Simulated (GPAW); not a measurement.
Runs of GPAW 26.7.0 on PbS (Galena). It takes space group Fm-3m (No. 225, cubic). Conventional cell: a = 5.931 Å, b = 5.931 Å, c = 5.931 Å, α = 90.00°, β = 90.00°, γ = 90.00°. Around Pb (site symmetry m-3m) lie 6 S at 2.97 Å. Around S (site symmetry m-3m) lie 6 Pb at 2.97 Å. 

```csv
task,level,potentials or basis,spin,k mesh,cutoff (eV),maxiter,band path,band points,spin axis theta (degrees),spin axis phi (degrees),grid spacing,mesh quality,gap on the mesh (eV)
band structure,vdW-DF2,"GPAW PAW data sets (gpaw-data 1.2.1), pw","SOC, no magnetisation",6 × 6 × 6,600,150,"GXWKGLUWLK,UX",80,0,0,-,not flagged,0.20
band structure,PBE,"GPAW PAW data sets (gpaw-data 1.2.1), fd",off,6 × 6 × 6,-,150,"GXWKGLUWLK,UX",60,-,-,0.16 Å,not flagged,0.31
single point,YS-PBE0,"GPAW PAW data sets (gpaw-data 1.2.1), pw",off,4 × 4 × 4,450,60,-,-,-,-,-,coarse,0.94
band structure,LDA,"the program's PAW data sets (release 1.2.1) made for this functional, pw","SOC, no magnetisation",6 × 6 × 6,600,150,"GXWKGLUWLK,UX",80,90,45,-,not flagged,(a)
```

Alike in all rows: cell as given; smearing fermi-dirac 0.05 eV.

Q: Fill in the values left out.

A: (a) 0.40.

Caveats: some runs use coarse meshes; spin-orbit coupling was added after a scalar SCF, so levels and gaps hold it while energy, forces, pressure and moments don't (some runs); this program's spin-orbit splittings come out too wide for heavy elements (some runs); spin-orbit coupling is left out, which as a rule narrows the gap of such compounds by several tenths of an eV (some runs); exact exchange converges slowly with the k mesh, and this mesh is small (some runs).

A k mesh can miss the band edges, and rows without SOC leave out spin-orbit coupling on Pb.
